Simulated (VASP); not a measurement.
# Mo (Im-3m) in VASP: band structure with PBE

Aim: the band structure of Mo with PBE.

Program: VASP 6.6.1. These are calculated values, not measurements. Logs are shortened: lines on timing, memory, paths and dates and some standing lists are left out, and cuts for length are marked.

**1. Starting point**

It takes space group Im-3m (No. 229, cubic). Conventional cell: a = 3.160 Å, b = 3.160 Å, c = 3.160 Å, α = 90.00°, β = 90.00°, γ = 90.00°. Around Mo (site symmetry m-3m) lie 8 Mo at 2.74 Å.

**2. Band structure, PBE**

Contents of POSCAR:

```
Mo
1.0
   -1.5802210000      1.5802210000      1.5802210000
    1.5802210000     -1.5802210000      1.5802210000
    1.5802210000      1.5802210000     -1.5802210000
Mo
1
Direct
    0.0000000000      0.0000000000      0.0000000000
```

Contents of INCAR.step1:

```
PREC     = Accurate       # precision mode
ENCUT    = 520            # plane-wave cutoff, eV
EDIFF    = 1E-7           # SCF threshold, eV
ISMEAR   = 0              # smearing method
SIGMA    = 0.1            # smearing width, eV
LREAL    = False          # projectors in reciprocal space
LASPH    = True           # aspherical terms in the spheres
NELM     = 100            # most SCF steps
ALGO     = Normal         # electronic algorithm
ISIF     = 2              # what is computed and relaxed
LWAVE    = False          # write WAVECAR
LCHARG   = True           # write CHGCAR
LMAXMIX  = 4              # l up to which the mixer works
GGA      = PE             # functional
```

Contents of KPOINTS.step1:

```
regular mesh
0
Gamma
  18 18 18
```

Contents of INCAR.step2:

```
PREC     = Accurate       # precision mode
ENCUT    = 520            # plane-wave cutoff, eV
EDIFF    = 1E-7           # SCF threshold, eV
ISMEAR   = 0              # smearing method
SIGMA    = 0.05           # smearing width, eV
LREAL    = False          # projectors in reciprocal space
LASPH    = True           # aspherical terms in the spheres
NELM     = 100            # most SCF steps
ALGO     = Normal         # electronic algorithm
ISIF     = 2              # what is computed and relaxed
LWAVE    = False          # write WAVECAR
LCHARG   = False          # write CHGCAR
LMAXMIX  = 4              # l up to which the mixer works
GGA      = PE             # functional
ICHARG   = 11             # starting density
```

Contents of KPOINTS.step2:

```
path GHNGPH,PN
20
line-mode
reciprocal
 0.0000000000  0.0000000000  0.0000000000  G
 0.5000000000 -0.5000000000  0.5000000000  H

 0.5000000000 -0.5000000000  0.5000000000  H
 0.0000000000  0.0000000000  0.5000000000  N

 0.0000000000  0.0000000000  0.5000000000  N
 0.0000000000  0.0000000000  0.0000000000  G

 0.0000000000  0.0000000000  0.0000000000  G
 0.2500000000  0.2500000000  0.2500000000  P

 0.2500000000  0.2500000000  0.2500000000  P
 0.5000000000 -0.5000000000  0.5000000000  H

 0.2500000000  0.2500000000  0.2500000000  P
 0.0000000000  0.0000000000  0.5000000000  N
```

Potentials or basis: VASP PAW PBE potentials, release 64 (Mo_sv).

Command:

```
$ cat potpaw_PBE.64/Mo_sv/POTCAR > POTCAR
$ cp INCAR.step1 INCAR
$ cp KPOINTS.step1 KPOINTS
$ mpirun -np 1 vasp_std > vasp.out
$ cp INCAR.step2 INCAR
$ cp KPOINTS.step2 KPOINTS
$ mpirun -np 1 vasp_std > vasp.out
```

OUTCAR:

```text
PREC = Accurate
   ENCUT = 520
   EDIFF = 1E-7
   ISMEAR = 0
   LREAL = False
   LASPH = True
   NELM = 100
   ISIF = 2
   GGA = PE
   ICHARG = 11

 ion  position               nearest neighbor table
   1  0.000  0.000  0.000-

  LATTYP: Found a body centered cubic cell.
 ALAT       =     3.1604420000

  Lattice vectors:

 A1 = (  -1.5802210000,   1.5802210000,   1.5802210000)
 A2 = (   1.5802210000,  -1.5802210000,   1.5802210000)
 A3 = (   1.5802210000,   1.5802210000,  -1.5802210000)

Analysis of symmetry for initial positions (statically):
=====================================================================
 Subroutine PRICEL returns:
 Original cell was already a primitive cell.

 Routine SETGRP: Setting up the symmetry group for a
 body centered cubic supercell.

 Subroutine GETGRP returns: Found 48 space group operations
 (whereof 48 operations were pure point group operations)
 out of a pool of 48 trial point group operations.

The static configuration has the point symmetry O_h .

Analysis of symmetry for dynamics (positions and initial velocities):
=====================================================================
 Subroutine PRICEL returns:
 Original cell was already a primitive cell.

 Routine SETGRP: Setting up the symmetry group for a
 body centered cubic supercell.

 Subroutine GETGRP returns: Found 48 space group operations
 (whereof 48 operations were pure point group operations)
 out of a pool of 48 trial point group operations.

The dynamic configuration has the point symmetry O_h .

 Subroutine INISYM returns: Found 48 space group operations
 (whereof 48 operations are pure point group operations),
 and found     1 'primitive' translations

----------------------------------------------------------------------------------------

                                     Primitive cell

  volume of cell :      15.7839

  direct lattice vectors                    reciprocal lattice vectors
    -1.580221000  1.580221000  1.580221000     0.000000000  0.316411439  0.316411439
     1.580221000 -1.580221000  1.580221000     0.316411439  0.000000000  0.316411439
     1.580221000  1.580221000 -1.580221000     0.316411439  0.316411439  0.000000000

  length of vectors
     2.737023059  2.737023059  2.737023059     0.447473348  0.447473348  0.447473348

  position of ions in fractional coordinates (direct lattice)
     0.000000000  0.000000000  0.000000000

  ion indices of the primitive-cell ions
   primitive index   ion index
                 1           1

----------------------------------------------------------------------------------------

 KPOINTS: path GHNGPH,PN

Interpolating k-points between supplied coordinates.

 Line segments in fractional coordinates (reciprocal lattice):
    0.000000  0.000000  0.000000  ...  0.500000 -0.500000  0.500000
    0.500000 -0.500000  0.500000  ...  0.000000  0.000000  0.500000
    0.000000  0.000000  0.500000  ...  0.000000  0.000000  0.000000
    0.000000  0.000000  0.000000  ...  0.250000  0.250000  0.250000
    0.250000  0.250000  0.250000  ...  0.500000 -0.500000  0.500000
    0.250000  0.250000  0.250000  ...  0.000000  0.000000  0.500000

 Generated    20 points on each line segment, for a total of    120 k-points:

 Following reciprocal coordinates:
            Coordinates               Weight
  0.000000  0.000000  0.000000      0.008333
  0.026316 -0.026316  0.026316      0.008333
  0.052632 -0.052632  0.052632      0.008333
  0.078947 -0.078947  0.078947      0.008333
  0.105263 -0.105263  0.105263      0.008333
  0.131579 -0.131579  0.131579      0.008333
[... 16 lines left out ...]
  0.447368 -0.447368  0.500000      0.008333
  0.421053 -0.421053  0.500000      0.008333
 [... further k-points ...]
   k-points           NKPTS =    120   k-points in BZ     NKDIM =    120   number of bands    NBANDS=     11
   number of dos      NEDOS =    301   number of ions     NIONS =      1
   total plane-waves  NPLWV =   8000
   dimension x,y,z NGX =    20 NGY =   20 NGZ =   20
   dimension x,y,z NGXF=    40 NGYF=   40 NGZF=   40
   ions per type =               1
   NGX,Y,Z   is equivalent  to a cutoff of  12.15, 12.15, 12.15 a.u.
   NGXF,Y,Z  is equivalent  to a cutoff of  24.30, 24.30, 24.30 a.u.
 SYSTEM =  unknown system
   PREC   = accura    normal or accurate (medium, high low for compatibility)
   ISTART =      0    job   : 0-new  1-cont  2-samecut
   ICHARG =     11    charge: 1-file 2-atom 10-const
   ISPIN  =      1    spin polarized calculation?
   LNONCOLLINEAR =      F non collinear calculations
   LSORBIT =      F    spin-orbit coupling
   LASPH  =      T    aspherical Exc in radial PAW
   ENCUT  =  520.0 eV  38.22 Ry    6.18 a.u.   5.09  5.09  5.09*2*pi/ulx,y,z
   NELM   =    100;   NELMIN=  2; NELMDL=  0     # of ELM steps
   EDIFF  = 0.1E-06   stopping-criterion for ELM
   LREAL  =      F    real-space projection
   EDIFFG = 0.1E-05   stopping-criterion for IOM
   NSW    =      0    number of steps for IOM
   IBRION =     -1    ionic relax: 0-MD 1-quasi-New 2-CG
   NFREE  =      0    steps in history (QN), initial steepest desc. (CG)
   ISIF   =      2    stress and relaxation
   ISYM   =      2    0-nonsym 1-usesym 2-fastsym
   POTIM  = 0.5000    time-step for ionic-motion
   TEBEG  =    0.0;   TEEND  =   0.0 temperature during run
   PSTRESS=    0.0 pullay stress
   NELECT =      14.0000    total number of electrons
   NUPDOWN=      -1.0000    fix difference up-down
   EMIN   =  10.00;   EMAX   =-10.00  energy-range for DOS
   EFERMI =   0.00;   METHOD = LEGACY
   ISMEAR =     0;   SIGMA  =   0.05  broadening in eV -4-tet -1-fermi 0-gaus
   EFERMI_NEDOS =   21; number of points for ismear=-14 and -15
   IALGO  =     38    algorithm
   IMIX   =      4    mixing-type and parameters
     AMIX     =   0.40;   BMIX     =  1.00
     AMIX_MAG =   1.60;   BMIX_MAG =  1.00
  volume/ion in A,a.u.               =      15.78       106.51
  Fermi-wavevector in a.u.,A,eV,Ry     =   1.572943  2.972431 33.662855  2.474150
  Thomas-Fermi vector in A             =   2.674302
   LORBIT       =      0    0 simple, 1 ext, 2 COOP (PROOUT), +10 PAW based schemes
   GGA     = PE    functional components
   LHFCALC =     F    Hartree Fock is set to
   AEXX    =    0.0000 exact exchange contribution
   IVDW    =     0    specifies the selected vdW correction
   LEPSILON=     F    determine dielectric tensor
   LRPA    =     F    only Hartree local field effects (RPA)
 non-spin polarized calculation
 Gauss-broadening in eV      SIGMA  =   0.05
  energy-cutoff  :      520.00
  volume of cell :       15.78
 maximum number of plane-waves:       438

 number of electron      14.0000004 magnetization

 Free energy of the ion-electron system (eV)
  ---------------------------------------------------
  ext. energy  EPLUGINS =         0.00000000
  ---------------------------------------------------
  free energy    TOTEN  =       -11.66236869 eV

  energy without entropy =      -11.66112404  energy(sigma->0) =      -11.66174637

 E-fermi :  12.8285     XC(G=0): -13.3359

 val. band max:       12.8250355650   @ k =   0.0000   0.0000   0.2105
 cond. band min:      12.8372323546   @ k =   0.0789   0.0789   0.4211
 fundamental gap:      0.0121967897
 Fermi energy:        12.8284972193

 k-point     1 :       0.0000    0.0000    0.0000
  band No.  band energies     occupation
      1     -48.8417      2.00000
      2     -22.1301      2.00000
      3     -22.1301      2.00000
      4     -22.1301      2.00000
      5       5.2344      2.00000
      6      11.0925      2.00000
      7      11.0925      2.00000
      8      11.0925      2.00000
      9      14.0826      0.00000
     10      14.0826      0.00000
     11      27.2553      0.00000

 k-point     2 :       0.0263   -0.0263    0.0263
  band No.  band energies     occupation
      1     -48.8383      2.00000
      2     -22.1439      2.00000
      3     -22.1362      2.00000
      4     -22.1362      2.00000
      5       5.2958      2.00000
      6      11.0881      2.00000
      7      11.0881      2.00000
      8      11.1192      2.00000
      9      14.0007      0.00000
     10      14.1109      0.00000
     11      27.3245      0.00000

 k-point     3 :       0.0526   -0.0526    0.0526
  band No.  band energies     occupation
      1     -48.8282      2.00000
      2     -22.1843      2.00000
      3     -22.1544      2.00000
      4     -22.1544      2.00000
      5       5.4771      2.00000
      6      11.0777      2.00000
      7      11.0777      2.00000
      8      11.1990      2.00000
      9      13.7640      0.00000
     10      14.1943      0.00000
     11      27.5379      0.00000

 k-point     4 :       0.0789   -0.0789    0.0789
  band No.  band energies     occupation
      1     -48.8119      2.00000
      2     -22.2481      2.00000
      3     -22.1844      2.00000
      4     -22.1844      2.00000
      5       5.7699      2.00000
      6      11.0686      2.00000
      7      11.0686      2.00000
      8      11.3309      2.00000
      9      13.3961      0.00000
     10      14.3282      0.00000
     11      27.8292      0.00000

 k-point     5 :       0.1053   -0.1053    0.1053
  band No.  band energies     occupation
      1     -48.7899      2.00000
      2     -22.3308      2.00000
      3     -22.2254      2.00000
      4     -22.2254      2.00000
      5       6.1598      2.00000
      6      11.0719      2.00000
      7      11.0719      2.00000
      8      11.5138      2.00000
      9      12.9285      0.00468
     10      14.5047      0.00000
     11      28.1975      0.00000
[... 211 lines left out ...]
 k-point    21 :       0.5000   -0.5000    0.5000
  band No.  band energies     occupation
      1     -48.4079      2.00000
      2     -23.0673      2.00000
      3     -23.0673      2.00000
      4     -23.0673      2.00000
      5       7.0734      2.00000
      6       7.0734      2.00000
      7      16.3633      0.00000
      8      16.3633      0.00000
      9      16.3633      0.00000
     10      21.4271      0.00000
     11      21.4271      0.00000

 k-point    22 :       0.4737   -0.4737    0.5000
  band No.  band energies     occupation
      1     -48.4091      2.00000
      2     -23.0702      2.00000
      3     -23.0640      2.00000
      4     -23.0613      2.00000
      5       7.0922      2.00000
      6       7.0975      2.00000
      7      16.2392      0.00000
      8      16.2684      0.00000
      9      16.3680      0.00000
     10      21.4171      0.00000
     11      21.4753      0.00000

 k-point    23 :       0.4474   -0.4474    0.5000
  band No.  band energies     occupation
      1     -48.4128      2.00000
      2     -23.0791      2.00000
      3     -23.0542      2.00000
      4     -23.0434      2.00000
      5       7.1476      2.00000
      6       7.1697      2.00000
      7      15.9014      0.00000
      8      16.0015      0.00000
      9      16.3823      0.00000
     10      21.3859      0.00000
     11      21.6066      0.00000

 k-point    24 :       0.4211   -0.4211    0.5000
  band No.  band energies     occupation
      1     -48.4189      2.00000
      2     -23.0935      2.00000
      3     -23.0381      2.00000
      4     -23.0142      2.00000
      5       7.2377      2.00000
      6       7.2894      2.00000
      7      15.4211      0.00000
      8      15.6050      0.00000
      9      16.4056      0.00000
     10      21.3298      0.00000
     11      21.7907      0.00000

 [... further k-points ...]

------------------------ aborting loop because EDIFF is reached ----------------------------------------

  FORCE on cell =-STRESS in cart. coord.  units (eV):
  Direction    XX          YY          ZZ          XY          YZ          ZX
  --------------------------------------------------------------------------------------
  -------------------------------------------------------------------------------------
  Total        1.4080947      1.4080947      1.4080947     -0.0000000     -0.0000000     -0.0000000
  in kB      142.9318300    142.9318300    142.9318300     -0.0000000     -0.0000000     -0.0000000
  external PRESSURE =     142.9318300 kB  Pullay stress =       0.0000000 kB

 VOLUME and BASIS-vectors are now :
 -----------------------------------------------------------------------------
  energy-cutoff  :      520.00
  volume of cell :       15.78
      direct lattice vectors                 reciprocal lattice vectors
    -1.580221000  1.580221000  1.580221000     0.000000000  0.316411439  0.316411439
     1.580221000 -1.580221000  1.580221000     0.316411439  0.000000000  0.316411439
     1.580221000  1.580221000 -1.580221000     0.316411439  0.316411439  0.000000000

 POSITION                                       TOTAL-FORCE (eV/Angst)
 -----------------------------------------------------------------------------------
      0.00000      0.00000      0.00000         0.000000      0.000000      0.000000
 -----------------------------------------------------------------------------------
    total drift:                                0.000000      0.000000      0.000000

  FREE ENERGIE OF THE ION-ELECTRON SYSTEM (eV)
  ---------------------------------------------------
  free  energy   TOTEN  =       -11.6623686908 eV

  energy  without entropy=      -11.6611240432  energy(sigma->0) =      -11.66174637
```

It took 15 s on 1 thread of Intel Xeon 6975P-C (Granite Rapids), shared host; peak memory 0.15 GiB.

What came out:

| Item | Value |
| --- | --- |
| Band gap along the path | none (metal or under the smearing width) |

Levels at the corners of the path, in eV from the Fermi level:
```
point  band 5  band 6  band 7  band 8  band 9  band 10
    Γ   -7.22   -1.36   -1.36   -1.36    1.63     1.63
    H   -5.38   -5.38    3.91    3.91    3.91     8.97
    H   -5.38   -5.38    3.91    3.91    3.91     8.97
    N   -5.28   -3.37    1.57    1.65    2.27     4.66
    N   -5.28   -3.37    1.57    1.65    2.27     4.66
    Γ   -7.22   -1.36   -1.36   -1.36    1.63     1.63
    Γ   -7.22   -1.36   -1.36   -1.36    1.63     1.63
    P   -2.62   -2.62   -2.62    2.39    2.39     9.48
    P   -2.62   -2.62   -2.62    2.39    2.39     9.48
    H   -5.38   -5.38    3.91    3.91    3.91     8.97
    P   -2.62   -2.62   -2.62    2.39    2.39     9.48
    N   -5.28   -3.37    1.57    1.65    2.27     4.66
```

Caveat: the log is that of the step along the path at fixed density, whose energy, stress, charges and moments have no meaning.
